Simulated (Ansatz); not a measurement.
GaAs under changes of volume

One of the cells (19.881 Å³/atom); the others are scaled copies at fixed shape and fractional positions:

```
Ga As
1.0
     3.81014    0.00000    0.00000
     0.00000    3.81014    0.00000
     0.00000    0.00000    2.73891
Ga As
1 1
Cartesian
  1.9051 1.9051 1.3695
  0.0000 0.0000 1.3695
```

The cell was built by a generator and needn't be a form met in nature.

```yaml
Program: Ansatz 0.2.0
Functional: PBE
Potentials_or_basis: Ansatz PAW
Cutoff: "420 eV (not typed: the program's choice for these potentials)"
k_mesh: 7 × 7 × 10
Occupations: fermi-dirac, width 0.05 eV
Spin: no spin polarisation
```

```tsv
volume (Å³/atom)	energy over the lowest point (meV/atom)	pressure (GPa)
18.688	17.61	4.9
19.085	7.74	3.1
19.483	2.01	1.5
19.881	0.00	0.1
20.278	1.32	-1.1
20.676	5.48	-2.2
21.073	?	?
```

**Question.** What does the run at 21.073 Å³/atom give?

**Answer.** Energy over the lowest point 12.17 meV/atom; pressure -3.2 GPa.

Worked out: A Birch-Murnaghan fit of order 3 (a polynomial in V^(-2/3)) to the other rows has its minimum at 19.92 Å³/atom with B0 = V·E''(V) = 65 GPa and B' = 5.2 at fixed shape and positions, which overstates the stiffness. It gives 12.22 meV/atom at 21.073 Å³/atom, against the run's 12.17, and -dE/dV = -3.2 GPa, against -3.2.

Energies are extrapolated to zero smearing.
